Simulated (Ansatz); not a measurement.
# MoS2 sheet: levels of theory

The task, for MoS2 sheet: compare levels of theory; the runs are relaxing the atoms and single point.

Program: Ansatz 0.2.0. Level of theory: DFT PBEsol, scalar-relativistic, plane waves, PAW, and further levels as typed in the inputs. These are calculated values, not measurements.

## Step 1: Starting point

Symmetry: P-6m2, No. 187, hexagonal system. Conventional cell: a = 3.160 Å, b = 3.160 Å, c = 18.000 Å, α = 90.00°, β = 90.00°, γ = 120.00°. Mo (site symmetry -6m2) has 6 S at 2.40 Å as nearest neighbours. S (site symmetry 3m) has 3 Mo at 2.40 Å as nearest neighbours.

As a file:

```
CELL_PARAMETERS angstrom
3.16000 0.00000 0.00000
-1.58000 2.73664 0.00000
0.00000 0.00000 18.00000
ATOMIC_POSITIONS crystal
Mo 0.00000 0.00000 0.50000
S 0.33333 0.66667 0.58694
S 0.33333 0.66667 0.41306
```

## Step 2: Relaxing the atoms: MoS2 sheet, no spin

Input file input.yaml:

```yaml
crystal:
  lattice:
    - [3.16, 0.0, 0.0]
    - [-1.58, 2.736640276, 0.0]
    - [0.0, 0.0, 18.0]
  atoms:
    - { symbol: Mo, position: [0.0, 0.0, 0.5] }
    - { symbol: S, position: [0.333333, 0.666667, 0.586944] }
    - { symbol: S, position: [0.333333, 0.666667, 0.413056] }
scf:
  occupations: { method: gaussian, width: 0.05 }
output:
  forces: true
  stress: false
hamiltonian:
  xc: pbesol
kpoints:
  mp_grid: { grid: [12, 12, 1] }
relax:
  f_tol: 0.003
```

On the command line:

```bash
$ ansatz run input.yaml --threads 4 --pin off --max-ram 12288MiB --backend cpu --events-out ev --progress --plain --runs-dir out
```

Standard output (excerpt; [...] marks lines left out):

```text
Warning: the atoms were moved onto the symmetric positions of the space group found under crystal.symmetry.tolerance 1.0e-5 (fractional; no operation is sought that the atoms, as they stand in a round, miss by more than twice it, and no atom is moved by as much as it), and the run uses [...]
Warning: RAYON_NUM_THREADS=4 ignored (pool sized by the plan → 4); use --threads N
[...]
Pseudopotentials: kind: paw
Pseudopotential: Mo, paw, valence charge 14, recommended cutoff 420 eV (normal), Mo.paw.azcp
Pseudopotential: S, paw, valence charge 6, recommended cutoff 420 eV (normal), S.paw.azcp
Functional definition: PBEsol
[...]
Crystal: 3 atoms, lattice volume = 155.660 Å³
Basis set: ecut = 420 eV, 3013 PW (Γ), exchange–correlation on 48×48×250 points (8 copies of the dense FFT grid, shifted against one another)
Bands: 17, of which v1, the nominal top of the filled ones, is band 13 counted from 1 (12 counted from 0)
Symmetry: 12 space group operations
Space group: P-6m2 (ITA 187), of the structure as read, at distance tolerance 5.4e-5 Å
k-points: 19 of 144 (time reversal used)
[...]
SCF iter   1: F=—  HF=-6670.132190 eV  |F-HF|=—  |Δ(HF+E_count)|=         —  Δρ=4.22e-3  dr2=3.43e-2  ethr=1.77e-3  ⟨swp⟩=9.7  Hψ=2360  notcnv=0
[...]
relax step   1: F+E_penalty+E_count = -6670.13524425 eV  Δ(F+E_penalty+E_count) = +0.000e0 eV  max|allowed force component| = 2.539e-1 eV/Å  Δτ_max = 0.0000 Å  (6 SCF iters, dr2 threshold 2.25e-7 eV, accepted)
[...]
relax step   3: F+E_penalty+E_count = -6670.13864282 eV  Δ(F+E_penalty+E_count) = -6.549e-4 eV  max|allowed force component| = 3.570e-4 eV/Å  Δτ_max = 0.0058 Å  (5 SCF iters, dr2 threshold 8.03e-7 eV, accepted)
[...]
relax step   4: F+E_penalty+E_count = -6670.13864284 eV  Δ(F+E_penalty+E_count) = -2.078e-8 eV  max|allowed force component| = 3.604e-4 eV/Å  Δτ_max = 0.0000 Å  (4 SCF iters, accepted)
SCF converged after 4 iterations
Free energy (F): -6670.138643 eV
[...]
E sigma→0 (E₀):  -6670.138643 eV
Fermi energy:    0.420153 eV
[...]
--- Forces (eV/Å), atoms counted from 1 ---
  atom   1  Mo    -0.00000000    -0.00000000    -0.00000000
  atom   2  S     -0.00000000    -0.00000000     0.00036043
  atom   3  S     -0.00000000    -0.00000000    -0.00036043
[...]
--- Relaxed structure (4 steps of the walk, 4 accepted, 0 SCFs on fresh bases) ---
  F+E_penalty+E_count = -6670.13864284 eV   max|allowed force component| = 3.604e-4 eV/Å
  atoms:
    - { symbol: Mo, position: [3.700745180069162e-17, 3.289547741868642e-17, 0.5] }
    - { symbol: S, position: [0.3333333333333334, 0.6666666666666667, 0.5862036281245342] }
    - { symbol: S, position: [0.3333333333333334, 0.6666666666666667, 0.413796371875466] }
```

Run time: 6.1 s. Hardware: 4 threads of Arm Neoverse N1, shared host; peak memory 0.4 GiB.

Step by step:

```
step  energy from step 1 (eV/cell)  largest force component (eV/Å)
   1                        0.0000                          0.2539
   2                       -0.0027                          0.1133
   3                       -0.0034                          0.0004
   4                       -0.0034                          0.0004
```

Step 1 is the start.

## Step 3: Single point: LDA with spin-orbit coupling

It takes the final geometry of step 2.

Input file input.yaml:

```yaml
crystal:
  lattice:
    - [3.16, 0.0, 0.0]
    - [-1.58, 2.736640276, 0.0]
    - [0.0, 0.0, 18.0]
  atoms:
    - { symbol: Mo, position: [0.0, 0.0, 0.5] }
    - { symbol: S, position: [0.3333333333, 0.6666666667, 0.5862036281] }
    - { symbol: S, position: [0.3333333333, 0.6666666667, 0.4137963719] }
scf:
  occupations: { method: gaussian, width: 0.03 }
output:
  eigenstates:
    kpoints:
      - [0.0, 0.0, 0.0]
      - [0.02, 0.02, 0.0]
      - [0.04, 0.04, 0.0]
      - [0.06, 0.06, 0.0]
      - [0.08, 0.08, 0.0]
      - [0.1, 0.1, 0.0]
      - [0.12, 0.12, 0.0]
      - [0.14, 0.14, 0.0]
      - [0.16, 0.16, 0.0]
      - [0.18, 0.18, 0.0]
      - [0.2, 0.2, 0.0]
      - [0.22, 0.22, 0.0]
      - [0.24, 0.24, 0.0]
      - [0.26, 0.26, 0.0]
      - [0.28, 0.28, 0.0]
      - [0.3, 0.3, 0.0]
      - [0.32, 0.32, 0.0]
      - [0.34, 0.34, 0.0]
      - [0.36, 0.36, 0.0]
      - [0.38, 0.38, 0.0]
      - [0.4, 0.4, 0.0]
      - [0.42, 0.42, 0.0]
      - [0.44, 0.44, 0.0]
      - [0.46, 0.46, 0.0]
      - [0.48, 0.48, 0.0]
      - [0.5, 0.5, 0.0]
      - [0.323333, 0.323333, 0.0]
      - [0.325333, 0.325333, 0.0]
      - [0.327333, 0.327333, 0.0]
      - [0.329333, 0.329333, 0.0]
      - [0.331333, 0.331333, 0.0]
      - [0.333333, 0.333333, 0.0]
      - [0.335333, 0.335333, 0.0]
      - [0.337333, 0.337333, 0.0]
      - [0.339333, 0.339333, 0.0]
      - [0.341333, 0.341333, 0.0]
      - [0.343333, 0.343333, 0.0]
      - [0.336833, 0.329833, 0.0]
      - [0.340333, 0.326333, 0.0]
      - [0.343833, 0.322833, 0.0]
      - [0.347333, 0.319333, 0.0]
      - [0.350833, 0.315833, 0.0]
      - [0.01, 0.01, 0.0]
      - [0.03, 0.03, 0.0]
      - [0.05, 0.05, 0.0]
      - [0.01, 0.0, 0.0]
      - [0.02, 0.0, 0.0]
      - [0.03, 0.0, 0.0]
      - [0.04, 0.0, 0.0]
      - [0.05, 0.0, 0.0]
      - [0.06, 0.0, 0.0]
      - [0.07, 0.0, 0.0]
hamiltonian:
  xc: lda
kpoints:
  mp_grid: { grid: [12, 12, 1] }
magnetization:
  noncollinear: true
  spin_orbit: true
```

On the command line:

```bash
$ ansatz run input.yaml --threads 4 --pin off --max-ram 12288MiB --backend cpu --events-out ev --progress --plain --runs-dir out
```

Standard output (excerpt; [...] marks lines left out):

```text
Warning: RAYON_NUM_THREADS=4 ignored (pool sized by the plan → 4); use --threads N
[...]
Pseudopotentials: kind: paw_fr
Pseudopotential: Mo, paw_fr, valence charge 14, recommended cutoff 420 eV (normal), Mo.paw.azcp#standard-fr
Pseudopotential: S, paw_fr, valence charge 6, recommended cutoff 420 eV (normal), S.paw.azcp#standard-fr
Functional definition: SPW92
[...]
non-collinear run that drives no moment, with spin-orbit: no starting moment large enough to seed its density (crystal.atoms[].spin), no starting occupations that ask for one, no magnetisation constraint and no magnetic field, so the semilocal B_xc is pinned to zero
Crystal: 3 atoms, lattice volume = 155.660 Å³
Basis set: ecut = 420 eV, 3013 PW (Γ)
Bands: 34, of which v1, the nominal top of the filled ones, is band 26 counted from 1 (25 counted from 0)
Symmetry: 12 space group operations + 12 with time reversal
[...]
SCF iter   1: F=—  HF=-6587.382932 eV  |F-HF|=—  |Δ(HF+E_count)|=         —  Δρ=5.13e-2  dr2=6.03e0  dr2_m=0.00e0 (ungated)  ethr=3.10e-3  |M|=0.00e0 ∫|m|=0.00e0 μB  |m|>n=0.0e0 m-floor=0.0e0 τ_xc=0.0e0  β_m=0.30  ⟨swp⟩=13.3  Hψ=4455  notcnv=0
[...]
SCF iter   8: F=-6585.896549 eV  HF=-6585.896549 eV  |F-HF|=4.25e-9  |Δ(HF+E_count)|=   4.69e-9  Δρ=7.02e-6  dr2=2.10e-8  dr2_m=0.00e0 (ungated)  ethr=3.85e-10  |M|=0.00e0 ∫|m|=0.00e0 μB  |m|>n=0.0e0 m-floor=0.0e0 τ_xc=0.0e0  ⟨swp⟩=11.4  Hψ=2448  notcnv=0
[...]
NSCF: frozen V_eff on 52 k-points
SCF converged after 8 iterations
Magnetization: |M| = 0.0000 μB,  M = (+0.0000, +0.0000, +0.0000) μB
Absolute magnetization: 0.0000 μB (∫|m|)
  site 0: m = (+0.0000, +0.0000, +0.0000) μB, |m| = 0.0000 μB  (R = 0.99 Å)
  site 1: m = (+0.0000, +0.0000, +0.0000) μB, |m| = 0.0000 μB  (R = 0.99 Å)
  site 2: m = (+0.0000, +0.0000, +0.0000) μB, |m| = 0.0000 μB  (R = 0.99 Å)
Free energy (F): -6585.896549 eV
[...]
E sigma→0 (E₀):  -6585.896549 eV
Fermi energy:    0.263234 eV
[...]
--- Band table (eV; the first three rows and the last of 19) ---
[...]
```

Wall time 48 s (4 threads of Arm Neoverse N1, shared host); peak memory 0.8 GiB.

## Step 4: Single point: r2SCAN with spin-orbit coupling

It takes the final geometry of step 2.

Edit input.yaml of step 3 so:

```diff
@@ -67,3 +67,3 @@
 hamiltonian:
-  xc: lda
+  xc: r2scan
 kpoints:
```

On the command line:

```bash
$ ansatz run input.yaml --threads 4 --pin off --max-ram 12288MiB --backend cpu --events-out ev --progress --plain --runs-dir out
```

Standard output (excerpt; [...] marks lines left out):

```text
Warning: RAYON_NUM_THREADS=4 ignored (pool sized by the plan → 4); use --threads N
[...]
[... 1 set-up line as earlier in the session ...]
Pseudopotential: Mo, paw_fr, valence charge 14, recommended cutoff 500 eV (meta_gga), Mo.paw.azcp#standard-fr
Pseudopotential: S, paw_fr, valence charge 6, recommended cutoff 500 eV (meta_gga), S.paw.azcp#standard-fr
Functional definition: r2SCAN
[...]
non-collinear run that drives no moment, with spin-orbit: no starting moment large enough to seed its density (crystal.atoms[].spin), no starting occupations that ask for one, no magnetisation constraint and no magnetic field, so the semilocal B_xc is pinned to zero
Crystal: 3 atoms, lattice volume = 155.660 Å³
Basis set: ecut = 500 eV, 3893 PW (Γ), exchange–correlation on 96×96×540 points (64 copies of the dense FFT grid, shifted against one another)
Bands: 34, of which v1, the nominal top of the filled ones, is band 26 counted from 1 (25 counted from 0)
[...]
SCF iter   1: F=—  HF=-6777.025618 eV  |F-HF|=—  |Δ(HF+E_count)|=         —  Δρ=5.22e-2  dr2=6.52e0  dr2_τ=8.52e-2  dr2_m=0.00e0 (ungated)  ethr=3.10e-3  |M|=0.00e0 ∫|m|=0.00e0 μB  |m|>n=0.0e0 m-floor=0.0e0 τ_xc=0.0e0  β_m=0.30  ⟨swp⟩=13.5  Hψ=4518  notcnv=0
[...]
SCF iter   9: F=-6775.788205 eV  HF=-6775.788205 eV  |F-HF|=2.00e-8  |Δ(HF+E_count)|=   2.19e-8  Δρ=2.42e-6  dr2=2.22e-8  dr2_τ=3.55e-10  dr2_m=0.00e0 (ungated)  ethr=2.30e-10  |M|=0.00e0 ∫|m|=0.00e0 μB  |m|>n=0.0e0 m-floor=0.0e0 τ_xc=0.0e0  ⟨swp⟩=1.0  Hψ=1810  notcnv=0
[...]
NSCF: frozen V_eff on 52 k-points
SCF converged after 9 iterations
Magnetization: |M| = 0.0000 μB,  M = (+0.0000, +0.0000, +0.0000) μB
Absolute magnetization: 0.0000 μB (∫|m|)
  site 0: m = (+0.0000, +0.0000, +0.0000) μB, |m| = 0.0000 μB  (R = 0.99 Å)
  site 1: m = (+0.0000, +0.0000, +0.0000) μB, |m| = 0.0000 μB  (R = 0.99 Å)
  site 2: m = (+0.0000, +0.0000, +0.0000) μB, |m| = 0.0000 μB  (R = 0.99 Å)
Free energy (F): -6775.788205 eV
[...]
E sigma→0 (E₀):  -6775.788205 eV
Fermi energy:    0.372713 eV
[...]
--- Band table (eV; the first three rows and the last of 19) ---
[...]
```

Wall time 87 s (4 threads of Arm Neoverse N1, shared host); peak memory 1.3 GiB.

## Step 5: Summary of results

| step | level | energy (eV) | gap on the mesh (eV) | time |
| --- | --- | --- | --- | --- |
| 2 | PBEsol | -6670.139 | n/a | 6.1 s |
| 3 | LDA with spin-orbit coupling | -6585.897 | 1.65 | 48 s |
| 4 | r2SCAN with spin-orbit coupling | -6775.788 | 1.76 | 87 s |

Totals of different systems or levels have different zeros; only balanced differences at one level mean anything.

In words: The rows set the runs side by side; convergence of the settings was not tested in this session.

These are semilocal Kohn-Sham gaps, which aren't the measured quantity. Such gaps usually fall short of the measured ones.
